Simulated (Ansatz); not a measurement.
## ¹⁷O NMR of the central transition in SiO2 at a changed volume

Cell: a structure deposited in the COD, relaxed with PBE at fixed cell and then changed (volume scaled by 0.96, ions relaxed).

```yaml
crystal:
  lattice:
    - [7.36312, 0.00000, 0.00000]
    - [0.00000, 7.36312, 0.00000]
    - [0.00000, 0.00000, 8.50350]
  atoms:
    - { symbol: Si, position: [0.43522, 0.43522, 0.00000] }
    - { symbol: Si, position: [0.06478, 0.93522, 0.25000] }
    - { symbol: Si, position: [0.56478, 0.56478, 0.50000] }
    - { symbol: Si, position: [0.93522, 0.06478, 0.75000] }
    - { symbol: Si, position: [0.37148, 0.15842, 0.23972] }
    - { symbol: Si, position: [0.34158, 0.87148, 0.48972] }
    - { symbol: Si, position: [0.62852, 0.84158, 0.73972] }
    - { symbol: Si, position: [0.65842, 0.12852, 0.98972] }
    - { symbol: Si, position: [0.87148, 0.34158, 0.51028] }
    - { symbol: Si, position: [0.84158, 0.62852, 0.26028] }
    - { symbol: Si, position: [0.12852, 0.65842, 0.01028] }
    - { symbol: Si, position: [0.15842, 0.37148, 0.76028] }
    - { symbol: O, position: [0.36787, 0.36695, 0.17619] }
    - { symbol: O, position: [0.13305, 0.86787, 0.42619] }
    - { symbol: O, position: [0.63213, 0.63305, 0.67619] }
    - { symbol: O, position: [0.86695, 0.13213, 0.92619] }
    - { symbol: O, position: [0.86787, 0.13305, 0.57381] }
    - { symbol: O, position: [0.63305, 0.63213, 0.32381] }
    - { symbol: O, position: [0.13213, 0.86695, 0.07381] }
    - { symbol: O, position: [0.36695, 0.36787, 0.82381] }
    - { symbol: O, position: [0.14484, 0.13906, 0.23190] }
    - { symbol: O, position: [0.36094, 0.64484, 0.48190] }
    - { symbol: O, position: [0.85516, 0.86094, 0.73190] }
    - { symbol: O, position: [0.63906, 0.35516, 0.98190] }
    - { symbol: O, position: [0.64484, 0.36094, 0.51810] }
    - { symbol: O, position: [0.86094, 0.85516, 0.26810] }
    - { symbol: O, position: [0.35516, 0.63906, 0.01810] }
    - { symbol: O, position: [0.13906, 0.14484, 0.76810] }
    - { symbol: O, position: [0.41870, 0.05573, 0.40336] }
    - { symbol: O, position: [0.44427, 0.91870, 0.65336] }
    - { symbol: O, position: [0.58130, 0.94427, 0.90336] }
    - { symbol: O, position: [0.55573, 0.08130, 0.15336] }
    - { symbol: O, position: [0.91870, 0.44427, 0.34664] }
    - { symbol: O, position: [0.94427, 0.58130, 0.09664] }
    - { symbol: O, position: [0.08130, 0.55573, 0.84664] }
    - { symbol: O, position: [0.05573, 0.41870, 0.59664] }
```

Atoms are numbered from 1 in the order listed; like atoms form one site, named after its first atom.

Level of theory: DFT, PBE, plane waves and PAW, scalar-relativistic, 420 eV cutoff, Γ-centred 3×3×3 k-points, Fermi–Dirac smearing 0.02 eV (Ansatz 0.2.0).

¹⁷O has I = 5/2 and Q = -25.58 mb (Pyykkö 2018); at 35.2 T its Larmor frequency is ν₀ = 203.3 MHz. Only the quadrupole interaction is simulated: positions count from each site's isotropic chemical shift, and J coupling is left out, as are shift anisotropy and dipolar coupling, which fast spinning averages.

Question: Give C_Q, η, the quadrupolar product P_Q = |C_Q|(1 + η²/3)^½, the second-order isotropic shift and the breadth of the pattern (fast magic-angle spinning) for each O site.

Answer: 

```
site                      first shell  C_Q (MHz)     η  P_Q (MHz)  δ_QIS (ppm)  breadth (kHz)
 O13  2 Si at 1.63–1.66 Å, angle 126°      -5.42  0.72       5.87        -5.01           2.33
 O21  2 Si at 1.62–1.68 Å, angle 116°      -5.31  0.84       5.91        -5.08           2.32
 O29  2 Si at 1.62–1.64 Å, angle 134°      -6.00  0.52       6.26        -5.70           2.69
```

δ_QIS = −(ν_Q²/30ν₀²)[I(I+1) − 3/4](1 + η²/3) × 10⁶ ppm with ν_Q = 3|C_Q|/[2I(2I−1)]; it falls as 1/B₀² in ppm, and the breadth as 1/B₀ in kHz.

At this changed cell the PBE pressure is 8 GPa.

The relaxation (6 steps) took 32 s of wall time (2 min of CPU time) and 1.7 GiB at its peak, on 4 threads of Intel Xeon 6975P-C (Granite Rapids) (x86_64; 40 cores open to the job, memory cap 8.0 GiB, no GPU), a shared host with a load of 0.5 a core.
